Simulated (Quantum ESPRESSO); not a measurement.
Crystal: Al.

```
Al
1.0
     4.49160    0.00000    0.00000
    -2.24580    3.88984    0.00000
     0.00000    0.00000    2.72260
Al
2
Direct
  0.33333 0.66667 0.00000
  0.66667 0.33333 0.00000
```

The cell was built by a generator and needn't be a form met in nature.

| Property | Result |
| --- | --- |
| Program | Quantum ESPRESSO 7.5 |
| Task | single point |
| Functional | PBE |
| Potentials or basis | SSSP 1.3 efficiency PBE |
| Cutoff | 748 eV |
| Density cutoff | 5987 eV |
| k mesh | 7 × 7 × 10 |
| Occupations | fermi-dirac, width 0.05 eV |
| Spin | no spin polarisation |

On this cell: pressure 1.6 GPa; largest force under 0.003 eV/Å; band gap on the k mesh none (metal or under the smearing width).

The same run follows on a disturbed copy (atoms moved at random, drawn with an rms of 0.05 Å):

```
Al
1.0
     4.49160    0.00000    0.00000
    -2.24580    3.88984    0.00000
     0.00000    0.00000    2.72260
Al
2
Direct
  0.31656 0.65768 0.01194
  0.66034 0.32091 0.97515
```

Q: What does the disturbed cell give?

A: The energy (extrapolated to zero smearing) moves by +1.7 meV/atom; pressure 1.6 GPa; largest force 0.381 eV/Å; band gap on the k mesh none (metal or under the smearing width).

Forces in eV/Å, atoms in the order of the input:
```
Al   0.349 -0.067  0.138
Al  -0.349  0.067 -0.138
```

Stress tensor (GPa, compression positive):
```
 1.66  1.39  0.10
 1.39  2.26 -0.02
 0.10 -0.02  0.96
```
